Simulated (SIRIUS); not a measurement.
# HfN (F-43m) in SIRIUS: single point with PBE

Aim: the single point of HfN with PBE.

Everything below comes from runs of SIRIUS 7.10.0. Logs are shortened: lines on timing, memory, paths and dates and some standing lists are left out, and cuts for length are marked. The log counts tension as positive stress, the text compression.

## 1. The undisturbed crystal

Symmetry: F-43m, No. 216, cubic system. The conventional cell has a = 4.910 Å, b = 4.910 Å, c = 4.910 Å, α = 90.00°, β = 90.00°, γ = 90.00°. Hf (site symmetry -43m) has 4 N at 2.13 Å as nearest neighbours. N (site symmetry -43m) has 4 Hf at 2.13 Å as nearest neighbours.

The cell comes from a database or a generator and needn't be the stable form of this composition.

## 2. Single point, PBE (atoms moved at random, drawn with an rms of 0.05 Å)

Contents of sirius.json:

```json
{
  "control": {
    "processing_unit": "cpu",
    "verbosity": 2,
    "num_bands_to_print": 16,
    "print_forces": true,
    "print_stress": true
  },
  "parameters": {
    "electronic_structure_method": "pseudopotential",
    "xc_functionals": ["XC_GGA_X_PBE", "XC_GGA_C_PBE"],
    "gk_cutoff": 9.2,
    "pw_cutoff": 18.4,
    "ngridk": [9, 9, 9],
    "shiftk": [0, 0, 0],
    "smearing": "fermi_dirac",
    "smearing_width": 0.0018374661,
    "num_bands": 16,
    "num_mag_dims": 0,
    "num_dft_iter": 100,
    "energy_tol": 1e-08,
    "density_tol": 1e-06
  },
  "iterative_solver": {
    "type": "davidson",
    "min_tolerance": 1e-09,
    "tolerance_scale": [0.1, 0.25]
  },
  "mixer": {
    "type": "anderson",
    "beta": 0.7,
    "max_history": 8
  },
  "settings": {
    "tol_ne": 1e-10,
    "pseudo_grid_cutoff": 6.5
  },
  "unit_cell": {
    "lattice_vectors": [
      [0.0, 4.638941264706, 4.638941264706],
      [4.638941264706, 0.0, 4.638941264706],
      [4.638941264706, 4.638941264706, 0.0]
    ],
    "atom_coordinate_units": "lattice",
    "atom_types": ["Hf", "N"],
    "atom_files": {
      "Hf": "Hf.json",
      "N": "N.json"
    },
    "atoms": {
      "Hf": [
        [-0.001531, -0.002943, -0.0034]
      ],
      "N": [
        [0.263783, 0.242806, 0.239363]
      ]
    }
  }
}
```

Potentials or basis: PseudoDojo 0.4.1 PBE standard (scalar relativistic).

On the command line:

```sh
> upf_to_json Hf.upf
> upf_to_json N.upf
> OMP_NUM_THREADS=1 sirius.scf --input=sirius.json --output=out.json --task=0
```

The log of the run:

```text
[info] SIRIUS version : 7.10.0
[info] number of MPI ranks           : 1
[info] MPI grid                      : 1 1
[info] maximum number of OMP threads : 1
[fft] FFT context for density and potential
[fft] =====================================
[fft]   comm size                             : 1
[fft]   plane wave cutoff                     : 18.4
[fft]   grid size                             : 45 45 45   total : 91125
[fft]   grid limits                           : -22 22   -22 22   -22 22
[fft]   number of G-vectors within the cutoff : 10438
[fft]   local number of G-vectors             : 10438
[fft]   number of G-shells                    : 586
[fft] FFT context for coarse grid
[fft] =====================================
[fft]   comm size                             : 1
[fft]   plane wave cutoff                     : 18.4
[fft]   grid size                             : 45 45 45   total : 91125
[fft]   grid limits                           : -22 22   -22 22   -22 22
[fft]   number of G-vectors within the cutoff : 10438
[fft]   local number of G-vectors             : 10438
[fft]   number of G-shells                    : 586
[unit cell] lattice vectors
[unit cell]   a1 :       0.0000000000      4.6389412647      4.6389412647
[unit cell]   a2 :       4.6389412647      0.0000000000      4.6389412647
[unit cell]   a3 :       4.6389412647      4.6389412647      0.0000000000
[unit cell] reciprocal lattice vectors
[unit cell]   b1 :      -0.6772219078      0.6772219078      0.6772219078
[unit cell]   b2 :       0.6772219078     -0.6772219078      0.6772219078
[unit cell]   b3 :       0.6772219078      0.6772219078     -0.6772219078
[unit cell] unit cell volume :       199.65795432 [a.u.^3]
[unit cell] 1/sqrt(omega)    :         0.07077122
[unit cell] MT volume        :         0.00000000 ( 0.00%)
[unit cell] IT volume        :       199.65795432 (100.00%)
[unit cell] number of atom types : 2
[unit cell] type id : 0 symbol : Hf mt_radius :  16.550000 num_atoms : 1
[unit cell] type id : 1 symbol :  N mt_radius :  10.570000 num_atoms : 1
[unit cell] total number of atoms : 2
[unit cell] number of symmetry classes : 2
[unit cell] number of PAW atoms : 0
[unit cell] atom id  type id  class id             position                      vector_field
[unit cell] ------------------------------------------------------------------------------------------
[unit cell]      0        0        0     -0.00153  -0.00294  -0.00340      0.00000   0.00000   0.00000
[unit cell]      1        1        1      0.26378   0.24281   0.23936      0.00000   0.00000   0.00000
[unit cell] atom id         position (Cartesian, a.u.)
[unit cell] ---------------------------------------------
[unit cell]      0      -0.029425   -0.022875   -0.020755
[unit cell]      1       2.236754    2.334065    2.350037
[unit cell] class id : 0 atom id : 0
[unit cell] class id : 1 atom id : 1
[unit cell] minimum bond length:     3.935429
[unit cell] total number of pseudo wave-functions: 14
[sym] space group number   : 1
[sym] international symbol : P1
[sym] Hall symbol          : P 1
[sym] space group transformation matrix :
[sym]  -1.0000 -1.0000 -1.0000
[sym]   1.0000  0.0000  0.0000
[sym]   0.0000  0.0000  1.0000
[sym] space group origin shift :
[sym]   0.0000  0.0000  0.0000
[sym] number of space group operations  : 1
[sym] number of magnetic group operations : 1
[sym] metric tensor error: 0.0000e+00
[sym] rotation matrix error: 1.4725e-17
[sym] symmetry operations
[... 273 lines left out ...]
[find] Free energy (E-TS)             :     -66.89357895 (Ha),    -133.78715790 (Ry)
[find] band gap (eV)                  :       0.00000000
[find] Efermi                         :       0.50950203
[find] iteration : 10, RMS : 1.129890432145e-06, energy difference : -8.222684755310e-09
[find] Hartree energy of density residual : 1.517884618698e-10
[find] bands are converged : false
[find] iterative solver converged : false
[find] +------------------------------+
[find] | SCF iteration  11 out of 100|
[find] +------------------------------+
[diagonalize] iterative solver tolerance (occupied, empty): 2.35598e-09 2.35598e-09
[diagonalize] average number of iterations: 3.24384
[diagonalize] Lowest band energies
[diagonalize] ik:    0   -1.788984   -0.633524   -0.633144   -0.633108   -0.084142    0.305626    0.309240    0.309912    0.482937    0.592578    0.592607    0.744677    0.747254    0.762428    0.992260    1.004204
[diagonalize] ik:    1   -1.788895   -0.635713   -0.633424   -0.633385   -0.078673    0.296621    0.312864    0.313414    0.505694    0.584765    0.584813    0.749827    0.755063    0.757113    0.927314    1.007261
[diagonalize] ik:    2   -1.788670   -0.641117   -0.634128   -0.634083   -0.065406    0.285088    0.321420    0.321633    0.550266    0.575550    0.575898    0.725234    0.761841    0.762854    0.842568    1.025182
[diagonalize] ik:    3   -1.788413   -0.647041   -0.634923   -0.634872   -0.051627    0.286602    0.329377    0.329612    0.571709    0.582140    0.583116    0.694159    0.738351    0.738458    0.815994    1.061629
[diagonalize] ik:    4   -1.788245   -0.650791   -0.635439   -0.635384   -0.043592    0.296641    0.333242    0.333790    0.559139    0.603199    0.604970    0.669000    0.700620    0.700779    0.854422    1.065702
[diagonalize] ...
[diagonalize] ik:  360   -1.787983   -0.649897   -0.639794   -0.638953   -0.031765    0.261539    0.370551    0.372877    0.465910    0.585790    0.641709    0.695194    0.697420    0.878707    0.900384    0.962763
[diagonalize] ik:  361   -1.788009   -0.648982   -0.640046   -0.638935   -0.032852    0.267541    0.355746    0.373203    0.470663    0.579656    0.645580    0.691933    0.719925    0.838211    0.926507    0.960049
[diagonalize] ik:  362   -1.788076   -0.647477   -0.640902   -0.637781   -0.036082    0.283423    0.333351    0.360966    0.490311    0.574130    0.636058    0.711357    0.740999    0.790884    0.884193    0.979159
[diagonalize] ik:  363   -1.788151   -0.648211   -0.639294   -0.636469   -0.040561    0.300047    0.319438    0.343120    0.524794    0.576997    0.622406    0.715515    0.734757    0.747540    0.857406    1.001621
[diagonalize] ik:  364   -1.788200   -0.649555   -0.636976   -0.635936   -0.043935    0.300811    0.322701    0.333499    0.552162    0.596777    0.608559    0.689803    0.719989    0.724088    0.851689    1.033278
[find] Charges and magnetic moments
[find] --------------------------------------------------------------------------------
[find] total charge          : 17.000000
[find] Energy
[find] --------------------------------------------------------------------------------
[find] valence_eval_sum               :      -5.09527186
[find] <rho|V^{XC}>                   :     -12.55583025
[find] <rho|E^{XC}>                   :     -17.34480121
[find] <mag|B^{XC}>                   :       0.00000000
[find] <rho|V^{H}>                    :      20.14027584
[find] one-electron contribution      :     -12.67971744 (Ha),     -25.35943489 (Ry)
[find] hartree contribution           :      10.07013792
[find] xc contribution                :     -17.34480121
[find] ewald contribution             :     -46.93899187
[find] PAW contribution               :       0.00000000
[find] smearing (-TS)                 :      -0.00020636
[find] SCF correction                 :       0.00000002
[find] Total energy                   :     -66.89337259 (Ha),    -133.78674518 (Ry)
[find] Free energy (E-TS)             :     -66.89357895 (Ha),    -133.78715791 (Ry)
[find] band gap (eV)                  :       0.00000000
[find] Efermi                         :       0.50950231
[find] iteration : 11, RMS : 3.518614717297e-07, energy difference : -4.008541054645e-09
[find] Hartree energy of density residual : 2.326310984544e-11
[find] bands are converged : false
[find] iterative solver converged : true
[find] converged after 12 SCF iterations!
[find] Charges and magnetic moments
[find] --------------------------------------------------------------------------------
[find] total charge          : 17.000000
[find] Energy
[find] --------------------------------------------------------------------------------
[find] valence_eval_sum               :      -5.09527186
[find] <rho|V^{XC}>                   :     -12.55583025
[find] <rho|E^{XC}>                   :     -17.34480121
[find] <mag|B^{XC}>                   :       0.00000000
[find] <rho|V^{H}>                    :      20.14027584
[find] one-electron contribution      :     -12.67971744 (Ha),     -25.35943489 (Ry)
[find] hartree contribution           :      10.07013792
[find] xc contribution                :     -17.34480121
[find] ewald contribution             :     -46.93899187
[find] PAW contribution               :       0.00000000
[find] smearing (-TS)                 :      -0.00020636
[find] SCF correction                 :       0.00000002
[find] Total energy                   :     -66.89337259 (Ha),    -133.78674518 (Ry)
[find] Free energy (E-TS)             :     -66.89357895 (Ha),    -133.78715791 (Ry)
[find] band gap (eV)                  :       0.00000000
[find] Efermi                         :       0.50950231
[ground_state] === stress tensor components [kbar] ===
[ground_state] === stress_kin ===
[ground_state] -21154.420863   18.720263   13.922687
[ground_state]    18.720263-21154.560495  -19.387904
[ground_state]    13.922687  -19.387904-21154.451113
[ground_state] === stress_har ===
[ground_state] -4945.138787  229.005648  167.934018
[ground_state]   229.005648-4948.324596 -237.701230
[ground_state]   167.934018 -237.701230-4945.597178
[ground_state] === stress_ewald ===
[ground_state] 23059.127328  535.046203  393.911551
[ground_state]   535.04620323050.857242 -555.218654
[ground_state]   393.911551 -555.21865423057.940303
[ground_state] === stress_vloc ===
[ground_state]  3005.665962 -766.132357 -563.140877
[ground_state]  -766.132357 3017.213311  795.081951
[ground_state]  -563.140877  795.081951 3007.328484
[ground_state] === stress_xc ===
[ground_state] -6787.218162    1.758770    1.302163
[ground_state]     1.758770-6787.254089   -1.823829
[ground_state]     1.302163   -1.823829-6787.223361
[ground_state] === stress_core ===
[ground_state] 12605.385904   -0.561646   -0.421719
[ground_state]    -0.56164612605.394054    0.581439
[ground_state]    -0.421719    0.58143912605.387240
[ground_state] === stress_nonloc ===
[ground_state] -5787.895485   -2.045141   -1.377170
[ground_state]    -2.045141-5787.888217    2.135035
[ground_state]    -1.377170    2.135035-5787.894623
[ground_state] === stress_us_nl ===
[ground_state] -5787.895485   -2.045141   -1.377170
[ground_state]    -2.045141-5787.888217    2.135035
[ground_state]    -1.377170    2.135035-5787.894623
[ground_state] === stress_total ===
[ground_state]    -4.494103   15.791740   12.130655
[ground_state]    15.791740   -4.562791  -16.333192
[ground_state]    12.130655  -16.333192   -4.510248
[ground_state] ==== total Forces in Ha/bohr =====
[ground_state] atom:    0, force:      -0.0067414      0.0050486      0.0065179
[ground_state] atom:    1, force:       0.0067411     -0.0050487     -0.0065180
[ground_state] ==== ultrasoft contribution from Qij =====
[ground_state] atom:    0, force:       0.0000000      0.0000000      0.0000000
[ground_state] atom:    1, force:       0.0000000      0.0000000      0.0000000
[ground_state] ==== non-local contribution from Beta-projector =====
[ground_state] atom:    0, force:      -0.0041591      0.0030289      0.0040162
[ground_state] atom:    1, force:       0.0090615     -0.0065447     -0.0087422
[ground_state] ==== contribution from local potential =====
[ground_state] atom:    0, force:       0.0698701     -0.0524295     -0.0676420
[ground_state] atom:    1, force:      -0.0736309      0.0551015      0.0712646
[ground_state] ==== contribution from core density =====
[ground_state] atom:    0, force:      -0.0005252      0.0003909      0.0005076
[ground_state] atom:    1, force:      -0.0006167      0.0004529      0.0005959
[ground_state] ==== Ewald forces from ions =====
[ground_state] atom:    0, force:      -0.0719273      0.0540584      0.0696363
[ground_state] atom:    1, force:       0.0719273     -0.0540584     -0.0696363
[~DFT_ground_state] local op. applied: 169592
[~DFT_ground_state] evp. work count: 43573.4
[~DFT_ground_state] number of iterative solver steps: 14383
```

It took 7.4 min on 1 thread of Arm Neoverse V1, shared host; peak memory 1.9 GiB.

What came out:

```yaml
Free_energy: -1820.2670 eV
Pressure: 0.5 GPa
Largest_force: 0.548 eV/Å
Band_gap_on_the_k_mesh: none (metal or under the smearing width)
```

Forces on the atoms (eV/Å):
```
Hf  -0.347  0.260  0.335
N    0.347 -0.260 -0.335
```
